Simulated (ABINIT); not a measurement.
# Ag (P6_3/mmc) in ABINIT: single point with PBEsol

Aim: the single point of Ag with PBEsol.

Everything below comes from runs of ABINIT 10.8.3 (patched build). Logs are shortened: lines on timing, memory, paths and dates and some standing lists are left out, and cuts for length are marked. The log counts tension as positive stress, the text compression.

## (1) The crystal as given

The structure is hexagonal, space group P6_3/mmc (No. 194). Conventional cell: a = 2.930 Å, b = 2.930 Å, c = 4.790 Å, α = 90.00°, β = 90.00°, γ = 120.00°. Ag (site symmetry -6m2) has 12 Ag at 2.93 Å as nearest neighbours.

This isn't the form of Ag at room conditions, which is fcc.

## (2) Single point, PBEsol

Input file run.abi:

```
pp_dirpath "./"
pseudos "Ag.upf"

acell 2.93 2.93 4.79 Angstrom
rprim
     1.0000000000     0.0000000000     0.0000000000
    -0.5000000000     0.8660254038     0.0000000000
     0.0000000000     0.0000000000     1.0000000000
ntypat 1
znucl 47
natom 2
typat 1 1
xred
     0.6666666667     0.3333333333     0.7500000000
     0.3333333333     0.6666666667     0.2500000000

ecut 37.0

kptopt 1
ngkpt 8 8 4
nshiftk 1
shiftk 0.0 0.0 0.0

ixc -116133

nband 23
occopt 3
tsmear 0.05 eV

nstep 100
tolvrs 1.0e-10

iomode 3
prtwf 0
prtden 0
prteig 0
prtebands 0
enunit 2
```

Potentials or basis: PseudoDojo NC SR PBEsol v0.4.1 standard.

On the command line:

```bash
$ mpirun --bind-to none -np 4 abinit run.abi > log 2>&1
```

run.abo:

```text
.Version 10.8.3 of ABINIT
 Symmetries : space group P6_3/m m c (#194); Bravais hP (primitive hexag.)
================================================================================
 Values of the parameters that define the memory need of the present run
     intxc =       0    ionmov =       0      iscf =       7    lmnmax =       6
     lnmax =       6     mgfft =      50  mpssoang =       3    mqgrid =    3001
     natom =       2  nloc_mem =       1    nspden =       1   nspinor =       1
    nsppol =       1      nsym =      24    n1xccc =    2501    ntypat =       1
    occopt =       3   xclevel =       2
       mpw =        2617          nfft =       51200          nkpt =          30
================================================================================
================================================================================

--------------------------------------------------------------------------------
------------- Echo of variables that govern the present computation ------------
--------------------------------------------------------------------------------
 -outvars: echo values of preprocessed input variables --------
            acell      5.5368975489E+00  5.5368975489E+00  9.0517881431E+00 Bohr
              amu      1.07868200E+02
             ecut      3.70000000E+01 Hartree
           enunit           2
              ixc     -116133
         kptrlatt        8    0    0      0    8    0      0    0    4
          kptrlen      3.62071526E+01
            natom           2
            nband          23
            ngfft          32      32      50
             nkpt          30
            nstep         100
             nsym          24
           ntypat           1
           occopt           3
           prtden           0
        prtebands           0
           prteig           0
            prtwf           0
            rprim      1.0000000000E+00  0.0000000000E+00  0.0000000000E+00
                      -5.0000000000E-01  8.6602540380E-01  0.0000000000E+00
                       0.0000000000E+00  0.0000000000E+00  1.0000000000E+00
          spgroup         194
           tolvrs      1.00000000E-10
           tsmear      1.83746611E-03 Hartree
            typat      1  1
           xangst      1.4650000000E+00  8.4581814438E-01  3.5925000000E+00
                       1.2158578251E-17  1.6916362888E+00  1.1975000000E+00
            xcart      2.7684487745E+00  1.5983646452E+00  6.7888411073E+00
                       2.2976382975E-17  3.1967292904E+00  2.2629470358E+00
             xred      6.6666666667E-01  3.3333333333E-01  7.5000000000E-01
                       3.3333333333E-01  6.6666666667E-01  2.5000000000E-01
            znucl       47.00000

================================================================================
[... 97 lines left out ...]
       0.666666666667      0.333333333333      0.750000000000
       0.333333333333      0.666666666667      0.250000000000
 rms dE/dt=  3.9635E-28; max dE/dt=  5.3853E-28; dE/dt below (all hartree)
    1       0.000000000000      0.000000000000      0.000000000000
    2      -0.000000000000      0.000000000000      0.000000000000

 cartesian coordinates (angstrom) at end:
    1      1.46500000000000     0.84581814437800     3.59250000000000
    2      0.00000000000000     1.69163628875600     1.19750000000000

 cartesian forces (hartree/bohr) at end:
    1     -0.00000000000000    -0.00000000000000    -0.00000000000000
    2      0.00000000000000     0.00000000000000    -0.00000000000000
 frms,max,avg= 7.0659115E-29 9.8269798E-29   0.000E+00  0.000E+00  0.000E+00 h/b

 cartesian forces (eV/Angstrom) at end:
    1     -0.00000000000000    -0.00000000000000    -0.00000000000000
    2      0.00000000000000     0.00000000000000    -0.00000000000000
 frms,max,avg= 3.6334378E-27 5.0532362E-27   0.000E+00  0.000E+00  0.000E+00 e/A
 length scales=  5.536897548910  5.536897548910  9.051788143098 bohr
              =  2.930000000000  2.930000000000  4.790000000000 angstroms
 Fermi (or HOMO) energy (hartree) =   0.36236   Average Vxc (hartree)=  -0.46505
 Eigenvalues (hartree) for nkpt=  30  k points:
 kpt#   1, nband= 23, wtk=  0.00391, kpt=  0.0000  0.0000  0.0000 (reduced coord)
  -3.00393   -3.00343   -1.66513   -1.66050   -1.66050   -1.66006   -1.65972   -1.65972
   0.09132    0.14326    0.19890    0.20258    0.20258    0.21079    0.21079    0.22285
   0.22285    0.25777    0.25777    0.35480    0.49053    0.94160    1.01051
      occupation numbers for kpt#   1
   2.00000    2.00000    2.00000    2.00000    2.00000    2.00000    2.00000    2.00000
   2.00000    2.00000    2.00000    2.00000    2.00000    2.00000    2.00000    2.00000
   2.00000    2.00000    2.00000    1.96787    0.00000    0.00000    0.00000
 prteigrs : prtvol=0 or 1, do not print more k-points.

 Fermi (or HOMO) energy (eV) =   9.86038   Average Vxc (eV)= -12.65464
 Eigenvalues (   eV  ) for nkpt=  30  k points:
 kpt#   1, nband= 23, wtk=  0.00391, kpt=  0.0000  0.0000  0.0000 (reduced coord)
 -81.74119  -81.72754  -45.31048  -45.18459  -45.18459  -45.17246  -45.16341  -45.16341
   2.48501    3.89820    5.41230    5.51255    5.51255    5.73581    5.73581    6.06414
   6.06414    7.01423    7.01423    9.65464   13.34791   25.62233   27.49747
 prteigrs : prtvol=0 or 1, do not print more k-points.

--- !EnergyTerms
iteration_state     : {dtset: 1, }
comment             : Components of total free energy in Hartree
kinetic             :  1.05740677720218E+02
hartree             :  7.26925849908622E+01
xc                  : -4.59842044959164E+01
Ewald energy        : -2.11287475243675E+02
psp_core            :  8.74268730363034E+00
local_psp           : -2.35583379280055E+02
non_local_psp       : -4.11305248582243E+00
internal            : -3.09792161490758E+02
'-kT*entropy'       : -3.28728333350412E-04
total_energy        : -3.09792490219091E+02
total_energy_eV     : -8.42988310745598E+03
band_energy         : -2.72143832558332E+01
...

 Cartesian components of stress tensor (hartree/bohr^3)
  sigma(1 1)=  2.50744944E-04  sigma(3 2)=  0.00000000E+00
  sigma(2 2)=  2.50744942E-04  sigma(3 1)=  0.00000000E+00
  sigma(3 3)=  2.97351530E-04  sigma(2 1)=  0.00000000E+00

-Cartesian components of stress tensor (GPa)         [Pressure= -7.8342E+00 GPa]
- sigma(1 1)=  7.37717094E+00  sigma(3 2)=  0.00000000E+00
- sigma(2 2)=  7.37717090E+00  sigma(3 1)=  0.00000000E+00
- sigma(3 3)=  8.74838406E+00  sigma(2 1)=  0.00000000E+00

== END DATASET(S) ==============================================================
================================================================================

 -outvars: echo values of variables after computation  --------
            acell      5.5368975489E+00  5.5368975489E+00  9.0517881431E+00 Bohr
           etotal     -3.0979249022E+02
            fcart     -7.2946407244E-29 -9.8269798336E-29 -0.0000000000E+00
                       7.2946407244E-29  9.8269798336E-29 -0.0000000000E+00
            rprim      1.0000000000E+00  0.0000000000E+00  0.0000000000E+00
                      -5.0000000000E-01  8.6602540380E-01  0.0000000000E+00
                       0.0000000000E+00  0.0000000000E+00  1.0000000000E+00
           strten      2.5074494376E-04  2.5074494245E-04  2.9735153021E-04
                       0.0000000000E+00  0.0000000000E+00  0.0000000000E+00
           xangst      1.4650000000E+00  8.4581814438E-01  3.5925000000E+00
                       1.2158578251E-17  1.6916362888E+00  1.1975000000E+00
             xred      6.6666666667E-01  3.3333333333E-01  7.5000000000E-01
                       3.3333333333E-01  6.6666666667E-01  2.5000000000E-01
 Calculation completed.
```

It took 17 s on 4 MPI ranks of Intel Xeon Platinum 8175M at 2.50GHz (Skylake/Cascade Lake), shared host; peak memory 0.28 GiB.

Results:

| Property | Result |
| --- | --- |
| Free energy | -8429.8831 eV |
| Pressure | -7.8 GPa |
| Band gap on the k mesh | none (metal or under the smearing width) |
| Valence electrons inside the program's atomic spheres | Ag 16.30 (radii [1.0584] Å) |
